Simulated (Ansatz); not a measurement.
# Ag (P6_3/mmc) in Ansatz: a series of runs

One crystal, Ag, is run at these levels: PBE, PBE+D3(BJ), PBE+D3(BJ)-ATM, PBE+D4; tasks: relaxation of cell and atoms.

Program: Ansatz 0.2.0. These are calculated values, not measurements. Logs are shortened: lines on timing, memory, paths and dates and some standing lists are left out, and cuts for length are marked.

## Step 1: The structure

Symmetry: P6_3/mmc, No. 194, hexagonal system. The conventional cell has a = 2.930 Å, b = 2.930 Å, c = 4.790 Å, α = 90.00°, β = 90.00°, γ = 120.00°. Ag (site symmetry -6m2) is surrounded by 12 Ag at 2.93 Å.

This isn't the form of Ag at room conditions, which is fcc.

## Step 2: Relaxation of cell and atoms, PBE

The input, input.yaml:

```yaml
crystal:
  lattice:
    - [2.93, 0.0, 0.0]
    - [-1.465, 2.5374544331, 0.0]
    - [0.0, 0.0, 4.79]
  atoms:
    - { symbol: Ag, position: [0.6666666667, 0.3333333333, 0.75] }
    - { symbol: Ag, position: [0.3333333333, 0.6666666667, 0.25] }
hamiltonian:
  xc: pbe
  pseudopotentials: { kind: paw }
kpoints:
  mp_grid: { grid: [10, 10, 6] }
scf:
  occupations: { method: fermi_dirac, width: 0.05 }
output:
  forces: true
  stress: true
  eigenvalues: true
relax:
  f_tol: 0.01
  max_steps: 40
  cell: { stress_tol: 0.05 }
```

Potentials or basis: Ansatz PAW.

Launch:

```bash
$ ansatz run input.yaml --threads 2 --pin off --max-ram 5632MiB --backend cpu --events-out ev --progress --plain --runs-dir out
```

The program printed:

```text
Warning: RAYON_NUM_THREADS=2 ignored (pool sized by the plan → 2); use --threads N
Engine: ansatz 0.2.0, aarch64-unknown-linux-gnu
Pseudopotentials: kind: paw
Pseudopotential: Ag, paw, valence charge 19, recommended cutoff 420 eV (normal), Ag.paw.azcp
Functional definition: PBE
  parameter kappa = 0.804
  parameter beta = 0.06672455060314922
  exchange = pbe_x(kappa = kappa, mu = beta*pi^2/3)
  correlation = pbe_c(beta = beta)
Crystal: 2 atoms, lattice volume = 35.612 Å³
Basis set: ecut = 420 eV, 701 PW (Γ), exchange–correlation on 40×40×72 points (8 copies of the dense FFT grid, shifted against one another)
Bands: 23, of which v1, the nominal top of the filled ones, is band 19 counted from 1 (18 counted from 0)
Symmetry: 24 space group operations
Space group: P63/mmc (ITA 194), of the structure as read, at distance tolerance 3.3e-5 Å
k-points: 56 of 600
Non-local potential: Ag, projectors of the file, l = 0: 3, l = 1: 2, l = 2: 2, l = 3: 1
PAW form: soft (Blöchl's): semilocal exchange-correlation on the pseudo side does not see the compensation charge
PAW one-centre angular grid: Ag, 590 points (default); XC on 64 Gauss nodes
Initial density: superposition of atomic densities (neutral atoms: chi_scale 0, normalization atom), corrected by the library's trained network
Initial wavefunctions: pseudopotential atomic-orbital guess
Functional: x = pbe(κ = 0.804, μ = 0.2195149727645171), c = pbe(β = 0.06672455060314922)
SCF iter   1: F=—  HF=-15181.091326 eV  |F-HF|=—  |Δ(HF+E_count)|=         —  Δρ=1.38e-3  dr2=3.21e-4  ethr=1.77e-3  ⟨swp⟩=4.9  Hψ=4843  notcnv=0
preconditioner: auto → none  [insulator: Δε(μ)=0.239 eV  Ē_g=11.003 eV  σ=0.050 eV  W_gap=0.66  n_scr=10 (ndim 8)  ℏωp=29.2 eV  f_vac=0.000  D(μ)=0.66/eV (n_scr^D=2)  ε∞_Penn≈8.0]
SCF iter   2: F=—  HF=-15181.092089 eV  |F-HF|=—  |Δ(HF+E_count)|=   7.63e-4  Δρ=6.63e-4  dr2=4.67e-5  ethr=8.44e-7  ⟨swp⟩=3.0  Hψ=3028  notcnv=0
SCF iter   3: F=—  HF=-15181.092181 eV  |F-HF|=—  |Δ(HF+E_count)|=   9.23e-5  Δρ=1.82e-4  dr2=6.05e-6  ethr=1.23e-7  ⟨swp⟩=2.0  Hψ=1928  notcnv=0
iter 4 did not close the SCF: its close was put off for the readings that it lacked (scf_convergence_deferred on its scf_iter line)
SCF iter   4: F=-15181.092186 eV  HF=-15181.092186 eV  |F-HF|=1.37e-7  |Δ(HF+E_count)|=   4.58e-6  Δρ=2.59e-5  dr2=8.32e-8  ethr=1.59e-8  ⟨swp⟩=2.0  Hψ=1901  notcnv=0
iter 5 did not close the SCF: its close was put off for the readings that it lacked (scf_convergence_deferred on its scf_iter line)
SCF iter   5: F=-15181.092186 eV  HF=-15181.092186 eV  |F-HF|=7.44e-10  |Δ(HF+E_count)|=   1.53e-7  Δρ=1.96e-6  dr2=5.95e-10  ethr=2.19e-10  ⟨swp⟩=2.1  Hψ=1927  notcnv=0
SCF iter   6: F=-15181.092186 eV  HF=-15181.092186 eV  |F-HF|=1.27e-11  |Δ(HF+E_count)|=  9.09e-10  Δρ=2.29e-7  dr2=4.99e-12  ethr=1.57e-12  ⟨swp⟩=1.4  Hψ=3502  notcnv=0
SCF 1 converged in 6 iterations: F = -15181.092186 eV  dr2 = 4.99e-12
relax step   1: F+E_penalty+E_count = -15181.09218611 eV  Δ(F+E_penalty+E_count) = +0.000e0 eV  max|allowed force component| = 4.626e-18 eV/Å  Δτ_max = 0.0000 Å  P = +0.599 GPa  Ω = 35.612 Å³  (6 SCF iters, dr2 threshold 1.00e-7 eV, accepted)
Crystal: 2 atoms, lattice volume = 36.056 Å³
Initial density: handed on by an earlier stage of this run
Initial wavefunctions: those handed on with the density
iter 1 solved again at ethr=1.47e-6 eV; its pass at ethr=3.10e-3 eV (dr2=5.59e-4 eV) is discarded
SCF iter   1: F=—  HF=-15181.092616 eV  |F-HF|=—  |Δ(HF+E_count)|=         —  Δρ=1.19e-3  dr2=5.75e-4  ethr=1.47e-6  ⟨swp⟩=1.5  Hψ=6309  notcnv=0
preconditioner: auto → none  [insulator: Δε(μ)=0.201 eV  Ē_g=10.909 eV  σ=0.050 eV  W_gap=0.59  n_scr=10 (ndim 8)  ℏωp=29.0 eV  f_vac=0.000  D(μ)=0.64/eV (n_scr^D=2)  ε∞_Penn≈8.1]
SCF iter   2: F=—  HF=-15181.092465 eV  |F-HF|=—  |Δ(HF+E_count)|=   1.51e-4  Δρ=3.47e-4  dr2=1.92e-5  ethr=1.47e-6  ⟨swp⟩=2.0  Hψ=1861  notcnv=0
SCF iter   3: F=—  HF=-15181.092451 eV  |F-HF|=—  |Δ(HF+E_count)|=   1.31e-5  Δρ=1.34e-4  dr2=4.46e-6  ethr=5.05e-8  ⟨swp⟩=2.2  Hψ=2141  notcnv=0
iter 4 did not close the SCF: its close was put off for the readings that it lacked (scf_convergence_deferred on its scf_iter line)
SCF iter   4: F=-15181.092451 eV  HF=-15181.092451 eV  |F-HF|=8.15e-9  |Δ(HF+E_count)|=   5.64e-7  Δρ=9.55e-6  dr2=8.36e-9  ethr=1.17e-8  ⟨swp⟩=2.2  Hψ=2362  notcnv=0
iter 5 did not close the SCF: its close was put off for the readings that it lacked (scf_convergence_deferred on its scf_iter line)
SCF iter   5: F=-15181.092451 eV  HF=-15181.092451 eV  |F-HF|=7.82e-11  |Δ(HF+E_count)|=   9.45e-9  Δρ=8.56e-7  dr2=1.03e-10  ethr=2.20e-11  ⟨swp⟩=2.0  Hψ=1847  notcnv=0
SCF iter   6: F=-15181.092451 eV  HF=-15181.092451 eV  |F-HF|=0.00e0  |Δ(HF+E_count)|=  1.27e-11  Δρ=5.06e-8  dr2=2.15e-13  ethr=1.00e-12  ⟨swp⟩=1.0  Hψ=3667  notcnv=0
SCF 2 converged in 6 iterations: F = -15181.092451 eV  dr2 = 2.15e-13
relax step   2: F+E_penalty+E_count = -15181.09245095 eV  Δ(F+E_penalty+E_count) = -2.648e-4 eV  max|allowed force component| = 5.782e-18 eV/Å  Δτ_max = 0.0000 Å  P = -0.511 GPa  Ω = 36.056 Å³  energy of the carried Pulay correction = -1.775e-4 eV  (6 SCF iters, dr2 threshold 2.00e-7 eV, accepted)
Crystal: 2 atoms, lattice volume = 35.867 Å³
Basis set: ecut = 420 eV, 699 PW (Γ), exchange–correlation on 40×40×72 points (8 copies of the dense FFT grid, shifted against one another)
iter 1 solved again at ethr=1.42e-7 eV; its pass at ethr=3.10e-3 eV (dr2=5.38e-5 eV) is discarded
[... 16 lines left out ...]
SCF iter   2: F=—  HF=-15181.092873 eV  |F-HF|=—  |Δ(HF+E_count)|=   3.33e-7  Δρ=1.66e-5  dr2=4.05e-8  ethr=2.28e-9  ⟨swp⟩=2.0  Hψ=1867  notcnv=0
iter 3 did not close the SCF: its close was put off for the readings that it lacked (scf_convergence_deferred on its scf_iter line)
SCF iter   3: F=-15181.092873 eV  HF=-15181.092873 eV  |F-HF|=3.58e-10  |Δ(HF+E_count)|=   1.83e-9  Δρ=6.51e-6  dr2=8.49e-9  ethr=1.07e-10  ⟨swp⟩=2.1  Hψ=2239  notcnv=0
iter 4 did not close the SCF: its close was put off for the readings that it lacked (scf_convergence_deferred on its scf_iter line)
SCF iter   4: F=-15181.092873 eV  HF=-15181.092873 eV  |F-HF|=2.91e-11  |Δ(HF+E_count)|=  6.11e-10  Δρ=5.22e-7  dr2=2.66e-11  ethr=2.23e-11  ⟨swp⟩=2.3  Hψ=2353  notcnv=0
iter 5 did not close the SCF: its close was put off for the readings that it lacked (scf_convergence_deferred on its scf_iter line)
SCF iter   5: F=-15181.092873 eV  HF=-15181.092873 eV  |F-HF|=5.46e-12  |Δ(HF+E_count)|=  3.82e-11  Δρ=3.31e-8  dr2=1.23e-13  ethr=1.00e-12  ⟨swp⟩=1.0  Hψ=1288  notcnv=0
iter 6 did not close the SCF: its close was put off for the readings that it lacked (scf_convergence_deferred on its scf_iter line)
SCF iter   6: F=-15181.092873 eV  HF=-15181.092873 eV  |F-HF|=1.82e-12  |Δ(HF+E_count)|=  3.64e-12  Δρ=3.35e-9  dr2=3.50e-15  ethr=1.00e-12  ⟨swp⟩=1.0  Hψ=1288  notcnv=0
SCF iter   7: F=-15181.092873 eV  HF=-15181.092873 eV  |F-HF|=3.64e-12  |Δ(HF+E_count)|=  1.82e-12  Δρ=6.41e-10  dr2=6.21e-17  ethr=1.00e-12  ⟨swp⟩=1.0  Hψ=2800  notcnv=0
SCF 4 converged in 7 iterations: F = -15181.092873 eV  dr2 = 6.21e-17
relax step   4: F+E_penalty+E_count = -15181.09287302 eV  Δ(F+E_penalty+E_count) = -1.793e-5 eV  max|allowed force component| = 1.388e-17 eV/Å  Δτ_max = 0.0000 Å  P = +0.000 GPa  Ω = 35.849 Å³  energy of the carried Pulay correction = -9.474e-5 eV  (7 SCF iters, dr2 threshold 3.42e-8 eV, accepted)
Basis set: ecut = 420 eV, 699 PW (Γ), exchange–correlation on 40×40×64 points (8 copies of the dense FFT grid, shifted against one another)
Initial wavefunctions: pseudopotential atomic-orbital guess (no wavefunctions were taken with the density)
iter 1 solved again at ethr=2.58e-10 eV; its pass at ethr=3.10e-3 eV (dr2=9.79e-8 eV) is discarded
SCF iter   1: F=—  HF=-15181.093006 eV  |F-HF|=—  |Δ(HF+E_count)|=         —  Δρ=2.33e-5  dr2=3.46e-8  ethr=2.58e-10  ⟨swp⟩=4.0  Hψ=9429  notcnv=0
SCF iter   2: F=—  HF=-15181.092970 eV  |F-HF|=—  |Δ(HF+E_count)|=   3.62e-5  Δρ=1.03e-5  dr2=6.55e-9  ethr=9.10e-11  ⟨swp⟩=2.0  Hψ=2353  notcnv=0
SCF iter   3: F=—  HF=-15181.092970 eV  |F-HF|=—  |Δ(HF+E_count)|=   7.65e-9  Δρ=2.38e-6  dr2=4.68e-10  ethr=1.72e-11  ⟨swp⟩=2.1  Hψ=1842  notcnv=0
iter 4 did not close the SCF: its close was put off for the readings that it lacked (scf_convergence_deferred on its scf_iter line)
SCF iter   4: F=-15181.092970 eV  HF=-15181.092970 eV  |F-HF|=2.91e-11  |Δ(HF+E_count)|=  5.02e-10  Δρ=4.16e-7  dr2=1.33e-11  ethr=1.23e-12  ⟨swp⟩=2.1  Hψ=2082  notcnv=0
iter 5 did not close the SCF: its close was put off for the readings that it lacked (scf_convergence_deferred on its scf_iter line)
SCF iter   5: F=-15181.092970 eV  HF=-15181.092970 eV  |F-HF|=0.00e0  |Δ(HF+E_count)|=  3.09e-11  Δρ=4.68e-8  dr2=4.31e-13  ethr=1.00e-12  ⟨swp⟩=1.0  Hψ=1288  notcnv=0
iter 6 did not close the SCF: its close was put off for the readings that it lacked (scf_convergence_deferred on its scf_iter line)
SCF iter   6: F=-15181.092970 eV  HF=-15181.092970 eV  |F-HF|=3.64e-12  |Δ(HF+E_count)|=  1.82e-12  Δρ=7.17e-9  dr2=3.67e-15  ethr=1.00e-12  ⟨swp⟩=1.0  Hψ=1288  notcnv=0
iter 7 did not close the SCF: its close was put off for the readings that it lacked (scf_convergence_deferred on its scf_iter line)
SCF iter   7: F=-15181.092970 eV  HF=-15181.092970 eV  |F-HF|=3.64e-12  |Δ(HF+E_count)|=    0.00e0  Δρ=6.33e-10  dr2=4.20e-17  ethr=1.00e-12  ⟨swp⟩=1.0  Hψ=1288  notcnv=0
SCF iter   8: F=-15181.092970 eV  HF=-15181.092970 eV  |F-HF|=5.46e-12  |Δ(HF+E_count)|=  3.64e-12  Δρ=9.58e-11  dr2=2.32e-18  ethr=1.00e-12  ⟨swp⟩=2.0  Hψ=3097  notcnv=0
SCF 5 converged in 8 iterations: F = -15181.092970 eV  dr2 = 2.32e-18
relax step   5: F+E_penalty+E_count = -15181.09296957 eV  Δ(F+E_penalty+E_count) = -9.655e-5 eV  max|allowed force component| = 2.313e-17 eV/Å  Δτ_max = 0.0000 Å  P = -0.002 GPa  Ω = 35.849 Å³  stress off target by 2.11e-2 GPa  SCF on the basis re-selected at this cell (its energy is not comparable with the rows above)  (8 SCF iters)
basis re-selected at this cell: Δ(F+E_penalty+E_count) = -9.655e-5 eV, ΔP = -0.003 GPa vs the last step (what re-selecting the basis moved, of the pressure what is left beyond the Pulay correction that the steps carried, after the strain that the cell walked since its last selection, with what the two solves' SCF thresholds leave and, on support functions, any second-order correction that the steps lacked; it is no measure of the basis error at this ecutwfc). The dense FFT grid was sized anew with the basis: this SCF ran on 20×20×32 points, the steps before it on 20×20×36, so part of this shift can come from that change (see relax.cell in the input reference). This SCF's stress stands 2.11e-2 GPa from its target on what of the cell is left free (relax.cell.stress_tol is 5.00e-2 GPa) and its largest allowed force component is 2.31e-17 eV/Å (relax.f_tol is 1.00e-2 eV/Å): within both
SCF converged after 8 iterations
Free energy (F): -15181.092970 eV
Harris-Foulkes:  -15181.092970 eV  (|F-HF|=5.46e-12)
Internal energy: -15181.087626 eV  (E = F + TS)
E sigma→0 (E₀):  -15181.090298 eV
Entropy (-TS):   -0.005344 eV (-2.672 meV/atom)
Fermi energy:    16.245174 eV
--- Per-component energies (eV) ---
  E_band       = -504.324932
  E_kinetic    = 1054.042406
  E_local      = -4544.117996  (includes V_loc(G=0)·N_el)
  E_nonlocal   = 160.194459
  E_hartree    = 2059.083547
  E_xc         = -369.400441
  E_vxc        = -469.326978  (∫ρ·V_xc dr)
  E_paw        = -7804.169281  (= ΣΔE_a)
  E_vpaw       = -823.284567  (= ΣTr[D̂ρ^β])
  E_aug_tail   = 0.000651  (compensation charges beyond the density's cutoff)
  E_ewald      = -5736.720970
  E_smearing   = -0.005344  (= −TS)
  E_closure    = 0.000000  (closes the sum)
  Σ components = -15181.092970   (vs F -15181.092970, Δ=0.00e0)
--- Forces (eV/Å), atoms counted from 1 ---
  atom   1  Ag     0.00000000    -0.00000000    -0.00000000
  atom   2  Ag     0.00000000     0.00000000     0.00000000
  max |Σ_I F_I| component: 3.47e-18 eV/Å
--- Stress (GPa, compression-positive) ---
        0.007127       0.000000      -0.000000
        0.000000       0.007127      -0.000000
        0.000000      -0.000000      -0.021105
  P = ⅓ Tr σ = -0.0023 GPa (-0.023 kbar)
--- Band table (eV; the first three rows and the last of 56) ---
  k-point 0: bands = ["-75.5632", "-75.5494", "-39.1100", "-38.9908", "-38.9908", "-38.9733", "-38.9695", "-38.9695", "8.8376", "10.1807", "11.6709", "11.7391", "11.7391", "11.9626", "11.9626", "12.2574", "12.2574", "13.2121", "13.2121", "16.0249", "19.6710", "31.6268", "33.6128"]
  k-point 1: bands = ["-75.5623", "-75.5503", "-39.1009", "-38.9894", "-38.9894", "-38.9825", "-38.9709", "-38.9709", "9.0473", "10.2232", "11.6306", "11.6864", "11.6864", "11.9083", "11.9083", "12.3920", "12.3920", "13.1917", "13.1917", "14.8433", "21.2107", "31.3869", "33.0990"]
  k-point 2: bands = ["-75.5598", "-75.5529", "-39.0760", "-39.0077", "-38.9854", "-38.9854", "-38.9748", "-38.9748", "9.6139", "10.3021", "11.5868", "11.6410", "11.6410", "11.7873", "11.7873", "12.6596", "12.6596", "13.1048", "13.1048", "13.1246", "24.0187", "30.0909", "31.9429"]
  k-point 55: bands = ["-75.5467", "-75.5467", "-39.0817", "-39.0817", "-39.0462", "-39.0462", "-38.9996", "-38.9996", "10.8462", "10.8462", "11.3349", "11.3349", "11.8189", "11.8189", "12.3505", "12.3505", "13.2771", "13.2771", "19.2678", "19.2678", "22.1256", "22.1256", "22.4610"]
--- Relaxed structure (4 steps of the walk, 4 accepted, 1 SCFs on fresh bases) ---
  F+E_penalty+E_count = -15181.09296957 eV   max|allowed force component| = 2.313e-17 eV/Å   (the final SCF, on the basis selected at the relaxed cell)
  cell:  # Å, volume = 35.8487 Å³
    - [2.9432195749499743, -2.858619774819524e-34, -2.2868958198556196e-34]
    - [-1.4716097874749872, 2.5489029208223157, 9.976137534357752e-20]
    - [-3.738645384670099e-34, 1.883214065495674e-19, 4.7785659670543135]
  atoms:
    - { symbol: Ag, position: [0.6666666666666666, 0.3333333333333333, 0.75] }
    - { symbol: Ag, position: [0.3333333333333333, 0.6666666666666666, 0.25] }
```

It took 5.3 s on 2 threads of Arm Neoverse V2, shared host; peak memory 0.32 GiB.

What came out:

```yaml
Free_energy: -15181.0930 eV
Relaxed_volume: 17.92 Å³/atom
Relaxed_cell: a = 2.943 Å, b = 2.943 Å, c = 4.779 Å, α = 90.00°, β = 90.00°, γ = 120.00°
Space_group_after_relaxing_to_0.05_Å: P6_3/mmc (No. 194)
Energy_gained_by_relaxing: 0.4 meV/atom
Ionic_steps: 5
Pressure_after_relaxing: 0.0 GPa
Band_gap_on_the_k_mesh: none (metal or under the smearing width)
```

The path:
```
step  energy change (eV)  largest force (eV/Å)  volume (Å³)
   1              0.0000                0.0000        35.61
   2             -0.0003                0.0000        36.06
   3             -0.0007                0.0000        35.87
   4             -0.0007                0.0000        35.85
   5             -0.0008                0.0000        35.85
```

Final structure:
```
Ag
1.0
     2.94322    0.00000    0.00000
    -1.47161    2.54890    0.00000
     0.00000    0.00000    4.77857
Ag
2
Cartesian
  1.4716 0.8496 3.5839
  0.0000 1.6993 1.1946
```

Caveat: the plane-wave basis is chosen anew once the cell has moved, so the energies of steps on either side of that aren't comparable. Zero-point motion and thermal expansion aren't in these numbers.

(Continued in part 2 of 2.)
